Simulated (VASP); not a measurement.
Runs of VASP 6.6.1 on Te. It takes space group P3_121 (No. 152, trigonal). The conventional cell has a = 4.454 Å, b = 4.454 Å, c = 5.924 Å, α = 90.00°, β = 90.00°, γ = 120.00°. Te (site symmetry 2) is surrounded by 2 Te at 2.86 Å. 

| level | cell | pressure (GPa) | target pressure | gap on the mesh (eV) | pressure (GPa) | relaxed volume (Å³/atom) |
| --- | --- | --- | --- | --- | --- | --- |
| r2SCAN | relaxed | 0 | - | 0.53 | 0.0 | 36.13 |
| SCAN+rVV10 | relaxed | 0 | - | (a) | 0.0 | 32.76 |
| r2SCAN | relaxed to 1 GPa | 1 | 1 GPa | (b) | 1.0 | - |
| optB88-vdW | relaxed to 3 GPa | 3 | 3 GPa | none | 3.0 | - |

Alike in all rows: task relaxation of cell and atoms; potentials or basis VASP PAW PBE potentials, release 64 (Te); no spin polarisation; k mesh 9 × 9 × 6; cutoff (eV) 400; smearing gaussian 0.03 eV.

**Question.** Fill in the values left out.

**Answer.** (a) 0.10; (b) 0.32.

Caveats: the PAW data sets were made with another functional, which shifts forces and pressure a little; spin-orbit coupling is left out, which moves the levels of the heavy elements (some runs); an odd mesh through Γ misses points on the zone boundary, where band edges often lie (some runs); the cell is relaxed towards a set pressure, so the enthalpy falls and the energy may rise (some runs).

A k mesh can miss the band edges, and the runs leave out spin-orbit coupling on Te.

A gap of «none» marks a metal or a gap under the smearing width.
